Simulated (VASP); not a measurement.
# ZrN (Fm-3m) in VASP: settings compared

Aim: see how the results for ZrN move with the level of theory and the settings. Levels: LDA, PBE. Tasks: band structure, density of states.

Everything below comes from runs of VASP 6.6.1. Logs are shortened: lines on timing, memory, paths and dates and some standing lists are left out, and cuts for length are marked.

### 1 The crystal as given

It takes space group Fm-3m (No. 225, cubic). The conventional cell has a = 4.554 Å, b = 4.554 Å, c = 4.554 Å, α = 90.00°, β = 90.00°, γ = 90.00°. Zr (site symmetry m-3m) has 6 N at 2.28 Å as nearest neighbours. N (site symmetry m-3m) is surrounded by 6 Zr at 2.28 Å.

### 2 Band structure, LDA

INCAR reads:

```
ALGO = Normal
EDIFF = 1E-6
ENCUT = 520
ISIF = 2
ISMEAR = 1
KPAR = 4
LASPH = True
LCHARG = False
LMAXMIX = 4
LREAL = False
LWAVE = False
NELM = 80
PREC = Accurate
SIGMA = 0.1
```

KPOINTS reads:

```
k-points
0
Gamma
  14 14 14
```

POSCAR reads:

```
ZrN                                     
1.0
    0.0000000000      2.2769435765      2.2769435765
    2.2769435765      0.0000000000      2.2769435765
    2.2769435765      2.2769435765      0.0000000000
  Zr              N             
     1     1
Direct
     0.5000000000000000    0.5000000000000000    0.5000000000000000
     0.0000000000000000    0.0000000000000000    0.0000000000000000
```

KPOINTS_OPT reads:

```
explicit points
202
Reciprocal
 0.0000000000  0.0000000000  0.0000000000 1
 0.0555555556  0.0000000000  0.0555555556 1
 0.1111111111  0.0000000000  0.1111111111 1
 0.1666666667  0.0000000000  0.1666666667 1
 0.2222222222  0.0000000000  0.2222222222 1
 0.2777777778  0.0000000000  0.2777777778 1
[... 194 lines left out ...]
 0.4909405700  0.0090594300  0.5000000000 1
 0.5090594300 -0.0090594300  0.5000000000 1
```

Potentials or basis: VASP PAW LDA potentials, release 64 (Zr_sv, N).

Launch:

```bash
cat potpaw_LDA.64/Zr_sv/POTCAR potpaw_LDA.64/N/POTCAR > POTCAR
mpirun -np 4 vasp_std > vasp.out
```

OUTCAR:

```text
EDIFF = 1E-6
   ENCUT = 520
   ISIF = 2
   ISMEAR = 1
   LASPH = True
   LREAL = False
   NELM = 80
   PREC = Accurate

 ion  position               nearest neighbor table
   1  0.500  0.500  0.500-   2 2.28   2 2.28   2 2.28   2 2.28   2 2.28   2 2.28
   2  0.000  0.000  0.000-   1 2.28   1 2.28   1 2.28   1 2.28   1 2.28   1 2.28

  LATTYP: Found a face centered cubic cell.
 ALAT       =     4.5538871530

  Lattice vectors:

 A1 = (   0.0000000000,   2.2769435765,   2.2769435765)
 A2 = (   2.2769435765,   0.0000000000,   2.2769435765)
 A3 = (   2.2769435765,   2.2769435765,   0.0000000000)

Analysis of symmetry for initial positions (statically):
=====================================================================
 Subroutine PRICEL returns:
 Original cell was already a primitive cell.

 Routine SETGRP: Setting up the symmetry group for a
 face centered cubic supercell.

 Subroutine GETGRP returns: Found 48 space group operations
 (whereof 48 operations were pure point group operations)
 out of a pool of 48 trial point group operations.

The static configuration has the point symmetry O_h .

Analysis of symmetry for dynamics (positions and initial velocities):
=====================================================================
 Subroutine PRICEL returns:
 Original cell was already a primitive cell.

 Routine SETGRP: Setting up the symmetry group for a
 face centered cubic supercell.

 Subroutine GETGRP returns: Found 48 space group operations
 (whereof 48 operations were pure point group operations)
 out of a pool of 48 trial point group operations.

The dynamic configuration has the point symmetry O_h .

 Subroutine INISYM returns: Found 48 space group operations
 (whereof 48 operations are pure point group operations),
 and found     1 'primitive' translations

----------------------------------------------------------------------------------------

                                     Primitive cell

  volume of cell :      23.6095

  direct lattice vectors                    reciprocal lattice vectors
     0.000000000  2.276943576  2.276943576    -0.219592618  0.219592618  0.219592618
     2.276943576  0.000000000  2.276943576     0.219592618 -0.219592618  0.219592618
     2.276943576  2.276943576  0.000000000     0.219592618  0.219592618 -0.219592618

  length of vectors
     3.220084487  3.220084487  3.220084487     0.380345571  0.380345571  0.380345571

[... 83 lines left out ...]
   NSW    =      0    number of steps for IOM
   IBRION =     -1    ionic relax: 0-MD 1-quasi-New 2-CG
   NFREE  =      0    steps in history (QN), initial steepest desc. (CG)
   ISIF   =      2    stress and relaxation
   ISYM   =      2    0-nonsym 1-usesym 2-fastsym
   POTIM  = 0.5000    time-step for ionic-motion
   TEBEG  =    0.0;   TEEND  =   0.0 temperature during run
   PSTRESS=    0.0 pullay stress
   NELECT =      17.0000    total number of electrons
   NUPDOWN=      -1.0000    fix difference up-down
   EMIN   =  10.00;   EMAX   =-10.00  energy-range for DOS
   EFERMI =   0.00;   METHOD = LEGACY
   ISMEAR =     1;   SIGMA  =   0.10  broadening in eV -4-tet -1-fermi 0-gaus
   EFERMI_NEDOS =   21; number of points for ismear=-14 and -15
   IALGO  =     38    algorithm
   IMIX   =      4    mixing-type and parameters
     AMIX     =   0.40;   BMIX     =  1.00
     AMIX_MAG =   1.60;   BMIX_MAG =  1.00
  volume/ion in A,a.u.               =      11.80        79.66
  Fermi-wavevector in a.u.,A,eV,Ry     =   1.467334  2.772858 29.294268  2.153068
  Thomas-Fermi vector in A             =   2.582964
   LORBIT       =      0    0 simple, 1 ext, 2 COOP (PROOUT), +10 PAW based schemes
   GGA     = CA    functional components
   LHFCALC =     F    Hartree Fock is set to
   AEXX    =    0.0000 exact exchange contribution
   IVDW    =     0    specifies the selected vdW correction
   LEPSILON=     F    determine dielectric tensor
   LRPA    =     F    only Hartree local field effects (RPA)
 non-spin polarized calculation
 Methfessel and Paxton  Order N= 1 SIGMA  =   0.10
  energy-cutoff  :      520.00
  volume of cell :       23.61
 maximum number of plane-waves:       647
   NGX = 11   NGY = 11   NGZ = 11

 number of electron      16.9999999 magnetization

 Free energy of the ion-electron system (eV)
  ---------------------------------------------------
  ext. energy  EPLUGINS =         0.00000000
  ---------------------------------------------------
  free energy    TOTEN  =       -22.40955459 eV

  energy without entropy =      -22.40849027  energy(sigma->0) =      -22.40919981

 E-fermi :  12.0067     XC(G=0): -12.8857

 val. band max:       12.0056472625   @ k =   0.0714   0.0714   0.0000
 cond. band min:      12.0113569625   @ k =   0.3571   0.1429   0.0714
 fundamental gap:      0.0057096999
 Fermi energy:        12.0067140418

 k-point     1 :       0.0000    0.0000    0.0000
  band No.  band energies     occupation
      1     -37.2203      2.00000
      2     -14.9639      2.00000
      3     -14.9639      2.00000
      4     -14.9639      2.00000
      5      -4.1119      2.00000
      6       9.3467      2.00000
      7       9.3467      2.00000
      8       9.3467      2.00000
      9      11.5567      2.00000
     10      11.5567      2.00000
     11      11.5567      2.00000
     12      13.5989     -0.00000
[... 331 lines left out ...]
 k-point    24 :       0.2857    0.1429    0.0000
  band No.  band energies     occupation
      1     -37.1262      2.00000
      2     -15.6077      2.00000
      3     -15.1043      2.00000
      4     -15.0839      2.00000
      5      -3.0143      2.00000
      6       5.9810      2.00000
      7       7.6657      2.00000
      8       7.9942      2.00000
      9      10.9922      2.00000
     10      14.1473      0.00000
     11      14.1689      0.00000
     12      15.4961      0.00000

 [... further k-points ...]
[... 5 lines left out ...]
  --------------------------------------------------------------------------------------
  -------------------------------------------------------------------------------------
  Total       -0.6628572     -0.6628572     -0.6628572      0.0000000     -0.0000000     -0.0000000
  in kB      -44.9825153    -44.9825153    -44.9825153      0.0000000     -0.0000000     -0.0000000
  external PRESSURE =     -44.9825153 kB  Pullay stress =       0.0000000 kB

 VOLUME and BASIS-vectors are now :
 -----------------------------------------------------------------------------
  energy-cutoff  :      520.00
  volume of cell :       23.61
      direct lattice vectors                 reciprocal lattice vectors
     0.000000000  2.276943576  2.276943576    -0.219592618  0.219592618  0.219592618
     2.276943576  0.000000000  2.276943576     0.219592618 -0.219592618  0.219592618
     2.276943576  2.276943576  0.000000000     0.219592618  0.219592618 -0.219592618

 POSITION                                       TOTAL-FORCE (eV/Angst)
 -----------------------------------------------------------------------------------
      2.27694      2.27694      2.27694         0.000000      0.000000      0.000000
      0.00000      0.00000      0.00000        -0.000000     -0.000000     -0.000000
 -----------------------------------------------------------------------------------
    total drift:                                0.000000     -0.000000      0.000000

  FREE ENERGIE OF THE ION-ELECTRON SYSTEM (eV)
  ---------------------------------------------------
  free  energy   TOTEN  =       -22.4095545877 eV

  energy  without entropy=      -22.4084902662  energy(sigma->0) =      -22.40919981
```

Run time: 7.2 s. Hardware: 4 MPI ranks of Intel Xeon Platinum 8375C at 2.90GHz (Ice Lake), shared host; peak memory 0.16 GiB.

What came out:

```yaml
Free_energy: -22.4096 eV
Pressure: -4.5 GPa
Band_gap_along_the_path: none (metal or under the smearing width)
```

Levels at the corners of the path, in eV from the Fermi level:
| point | band 5 | band 6 | band 7 | band 8 | band 9 | band 10 | band 11 | band 12 |
| --- | --- | --- | --- | --- | --- | --- | --- | --- |
| Γ | -16.12 | -2.66 | -2.66 | -2.66 | -0.45 | -0.45 | -0.45 | 1.59 |
| X | -15.59 | -4.50 | -3.60 | -3.14 | -3.14 | 3.45 | 4.68 | 4.68 |
| X | -15.59 | -4.50 | -3.60 | -3.14 | -3.14 | 3.45 | 4.68 | 4.68 |
| W | -14.94 | -5.51 | -4.74 | -4.74 | 1.03 | 1.03 | 4.69 | 4.86 |
| W | -14.94 | -5.51 | -4.74 | -4.74 | 1.03 | 1.03 | 4.69 | 4.86 |
| K | -14.99 | -5.55 | -4.71 | -4.50 | -0.74 | 3.50 | 3.78 | 5.42 |
| K | -14.99 | -5.55 | -4.71 | -4.50 | -0.74 | 3.50 | 3.78 | 5.42 |
| Γ | -16.12 | -2.66 | -2.66 | -2.66 | -0.45 | -0.45 | -0.45 | 1.59 |
| Γ | -16.12 | -2.66 | -2.66 | -2.66 | -0.45 | -0.45 | -0.45 | 1.59 |
| L | -13.75 | -7.77 | -5.79 | -5.79 | 3.11 | 3.17 | 3.17 | 4.87 |
| L | -13.75 | -7.77 | -5.79 | -5.79 | 3.11 | 3.17 | 3.17 | 4.87 |
| U | -14.99 | -5.55 | -4.71 | -4.50 | -0.74 | 3.50 | 3.78 | 5.42 |
| U | -14.99 | -5.55 | -4.71 | -4.50 | -0.74 | 3.50 | 3.78 | 5.42 |
| W | -14.94 | -5.51 | -4.74 | -4.74 | 1.03 | 1.03 | 4.69 | 4.86 |
| W | -14.94 | -5.51 | -4.74 | -4.74 | 1.03 | 1.03 | 4.69 | 4.86 |
| L | -13.75 | -7.77 | -5.79 | -5.79 | 3.11 | 3.17 | 3.17 | 4.87 |
| L | -13.75 | -7.77 | -5.79 | -5.79 | 3.11 | 3.17 | 3.17 | 4.87 |
| K | -14.99 | -5.55 | -4.71 | -4.50 | -0.74 | 3.50 | 3.78 | 5.42 |
| U | -14.99 | -5.55 | -4.71 | -4.50 | -0.74 | 3.50 | 3.78 | 5.42 |
| X | -15.59 | -4.50 | -3.60 | -3.14 | -3.14 | 3.45 | 4.68 | 4.68 |

### 3 Band structure, PBE, spin-orbit coupling, no magnetisation

INCAR: that of step 2 with these lines changed.

```diff
@@ -3,2 +3,4 @@
 ENCUT = 520
+GGA = PE
+GGA_COMPAT = False
 ISIF = 2
@@ -9,4 +11,7 @@
 LMAXMIX = 4
+LORBIT = 11
 LREAL = False
+LSORBIT = True
 LWAVE = False
+MAGMOM = 0 0 0 0 0 0
 NELM = 80
```

KPOINTS is that of step 2.

POSCAR is that of step 2.

KPOINTS_OPT is that of step 2.

Potentials or basis: VASP PAW PBE potentials, release 64 (Zr_sv, N).

Launch:

```bash
cat potpaw_PBE.64/Zr_sv/POTCAR potpaw_PBE.64/N/POTCAR > POTCAR
mpirun -np 4 vasp_ncl > vasp.out
```

Run time: 43 s. Hardware: 4 MPI ranks of Intel Xeon Platinum 8375C at 2.90GHz (Ice Lake), shared host; peak memory 0.31 GiB.

Results (log left out):

| Property | Result |
| --- | --- |
| Free energy | -20.4194 eV |
| Pressure | 7.4 GPa |
| Valence electrons inside the program's atomic spheres | Zr 9.90; N 3.73 |

### 4 Density of states, PBE

POSCAR is that of step 3.

INCAR.step1 reads:

```
ALGO = Normal
EDIFF = 1E-6
ENCUT = 520
GGA = PE
ISIF = 2
ISMEAR = 1
KPAR = 4
LASPH = True
LCHARG = True
LMAXMIX = 4
LREAL = False
LWAVE = False
NELM = 80
PREC = Accurate
SIGMA = 0.1
```

KPOINTS.step1 reads:

```
k-points
0
Gamma
  14 14 14
```

INCAR.step2 reads:

```
ALGO = Normal
EDIFF = 1E-6
ENCUT = 520
GGA = PE
ICHARG = 11
ISIF = 2
ISMEAR = -5
KPAR = 4
LASPH = True
LCHARG = False
LMAXMIX = 4
LORBIT = 10
LREAL = False
LWAVE = False
NEDOS = 1001
NELM = 80
PREC = Accurate
SIGMA = 0.1
```

KPOINTS.step2 reads:

```
k-points
0
Gamma
  21 21 21
```

Launch:

```bash
cat potpaw_PBE.64/Zr_sv/POTCAR potpaw_PBE.64/N/POTCAR > POTCAR
cp INCAR.step1 INCAR
cp KPOINTS.step1 KPOINTS
mpirun -np 4 vasp_std > vasp.out
cp INCAR.step2 INCAR
cp KPOINTS.step2 KPOINTS
mpirun -np 4 vasp_std > vasp.out
```

Run time: 11 s. Hardware: 4 MPI ranks of Intel Xeon Platinum 8375C at 2.90GHz (Ice Lake), shared host; peak memory 0.19 GiB.

It converged, with:

```yaml
Valence_electrons_inside_the_program's_atomic_spheres: Zr 9.90; N 3.73
```

Levels at points of the mesh, in eV from the Fermi level:
| k point | band 6 | band 7 | band 8 | band 9 | band 10 | band 11 | band 12 |
| --- | --- | --- | --- | --- | --- | --- | --- |
| (0.00, 0.00, 0.00) | -2.71 | -2.71 | -2.71 | -0.44 | -0.44 | -0.44 | 1.60 |

States per cell in windows of 0.5 eV (zero at the Fermi level; states under -8 eV left out):
| from (eV) | total | Zr1_d | N2_p | Zr1_p | Zr1_s | N2_s | N2_d |
| --- | --- | --- | --- | --- | --- | --- | --- |
| -8.0 | 0.03 | 0.00 | 0.01 | 0.00 | 0.00 | 0.00 | 0.00 |
| -7.5 | 0.21 | 0.03 | 0.06 | 0.00 | 0.02 | 0.00 | 0.00 |
| -7.0 | 0.46 | 0.07 | 0.15 | 0.01 | 0.04 | 0.00 | 0.00 |
| -6.5 | 0.56 | 0.09 | 0.19 | 0.01 | 0.04 | 0.00 | 0.00 |
| -6.0 | 0.67 | 0.14 | 0.25 | 0.01 | 0.02 | 0.00 | 0.00 |
| -5.5 | 1.28 | 0.29 | 0.51 | 0.04 | 0.01 | 0.00 | 0.00 |
| -5.0 | 1.62 | 0.28 | 0.63 | 0.09 | 0.00 | 0.00 | 0.00 |
| -4.5 | 0.73 | 0.14 | 0.29 | 0.02 | 0.00 | 0.00 | 0.00 |
| -4.0 | 0.39 | 0.06 | 0.18 | 0.01 | 0.00 | 0.00 | 0.00 |
| -3.5 | 0.12 | 0.01 | 0.06 | 0.00 | 0.00 | 0.00 | 0.00 |
| -3.0 | 0.06 | 0.02 | 0.02 | 0.00 | 0.00 | 0.00 | 0.00 |
| -2.5 | 0.09 | 0.04 | 0.02 | 0.00 | 0.00 | 0.00 | 0.00 |
| -2.0 | 0.13 | 0.06 | 0.02 | 0.00 | 0.00 | 0.00 | 0.00 |
| -1.5 | 0.20 | 0.10 | 0.03 | 0.00 | 0.00 | 0.00 | 0.00 |
| -1.0 | 0.23 | 0.12 | 0.03 | 0.00 | 0.00 | 0.00 | 0.00 |
| -0.5 | 0.30 | 0.16 | 0.04 | 0.00 | 0.00 | 0.00 | 0.00 |
| 0.0 | 0.34 | 0.19 | 0.04 | 0.00 | 0.00 | 0.00 | 0.00 |
| 0.5 | 0.39 | 0.22 | 0.05 | 0.00 | 0.00 | 0.00 | 0.00 |
| 1.0 | 0.45 | 0.27 | 0.05 | 0.00 | 0.00 | 0.00 | 0.00 |
| 1.5 | 0.46 | 0.29 | 0.05 | 0.00 | 0.00 | 0.00 | 0.00 |
| 2.0 | 0.58 | 0.39 | 0.06 | 0.00 | 0.00 | 0.00 | 0.00 |
| 2.5 | 0.80 | 0.56 | 0.08 | 0.00 | 0.00 | 0.00 | 0.00 |
| 3.0 | 1.08 | 0.79 | 0.11 | 0.00 | 0.01 | 0.01 | 0.00 |
| 3.5 | 0.79 | 0.61 | 0.06 | 0.00 | 0.01 | 0.01 | 0.00 |
| 4.0 | 0.86 | 0.68 | 0.05 | 0.00 | 0.01 | 0.01 | 0.00 |
| 4.5 | 0.55 | 0.41 | 0.03 | 0.00 | 0.01 | 0.03 | 0.00 |
| 5.0 | 0.41 | 0.24 | 0.03 | 0.01 | 0.01 | 0.03 | 0.00 |
| 5.5 | 0.32 | 0.14 | 0.03 | 0.02 | 0.00 | 0.02 | 0.00 |
| 6.0 | 0.00 | 0.00 | 0.00 | 0.00 | 0.00 | 0.00 | 0.00 |
| 6.5 | 0.00 | 0.00 | 0.00 | 0.00 | 0.00 | 0.00 | 0.00 |
| 7.0 | 0.00 | 0.00 | 0.00 | 0.00 | 0.00 | 0.00 | 0.00 |
| 7.5 | 0.00 | 0.00 | 0.00 | 0.00 | 0.00 | 0.00 | 0.00 |

Caveat: tetrahedron occupations give inexact forces and stress in metals.

### 5 Overview

| task | level | potentials or basis | spin | k mesh for the DOS | occupations for the DOS | pressure (GPa) |
| --- | --- | --- | --- | --- | --- | --- |
| band structure | LDA | VASP PAW LDA potentials, release 64 (Zr_sv, N) | off | - | - | -4.5 |
| band structure | PBE | VASP PAW PBE potentials, release 64 (Zr_sv, N) | SOC, no magnetisation | - | - | 7.4 |
| density of states | PBE | VASP PAW PBE potentials, release 64 (Zr_sv, N) | off | 21 × 21 × 21 | tetrahedron | - |

Alike in all rows: cell as given; k mesh 14 × 14 × 14; cutoff (eV) 520; smearing methfessel-paxton 0.1 eV.

Caveats: tetrahedron occupations give inexact forces and stress in metals (some runs).

Absolute energies hang on the potentials; compare differences alone.
